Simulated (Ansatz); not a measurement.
## Mg: energy along a strain

Mg, P6/mmm, a = 3.050 Å, c = 3.045 Å (as given, not relaxed at this level: 1.3 GPa). This isn't the element's structure at ambient conditions. Ansatz: PBE, PAW, 420 eV, Γ-centred 18×18×16 mesh on 1 atom, Gaussian smearing 0.15 eV; no spin polarisation. Cell vectors (Å): 3.050 0.000 0.000; -1.525 2.642 0.000; 0.000 0.000 3.045. The cell is strained by x per cent times the pattern (0 0 0 0 1 0) in the order xx yy zz yz xz xy (engineering shears), with fractional coordinates held. y is the free energy over the start, V0 = 24.535 Å³/atom. Symmetry makes y even in x.

```tsv
x (%)	y (meV/atom)
-6.00	-3.13
-3.00	?
0.00	0.00
1.50	-0.15
3.75	-1.05
4.50	-1.59
5.25	-2.28
```

Problem. Fit y = c2 x² + c4 x⁴ to the other rows, get the stiffness along the pattern, and predict the missing energy.

Solution. Least squares on the rows shown. y = −0.06741 x² − 0.0005457 x⁴. The clamped-ion stiffness p·C·p = 2 × -0.6741 eV × 160.2 / 24.535 Å³ = -8.8 GPa, which is C55 in these axes (second derivative at the start, which stands under stress). With a term in x⁶ added, the coefficient of x² becomes -0.06467, 4 % less, which shows how far this figure hangs on the form. At x = -3.00 the fit asked for gives -0.65 meV/atom. The run gave -0.65 meV/atom, the same to the digits shown.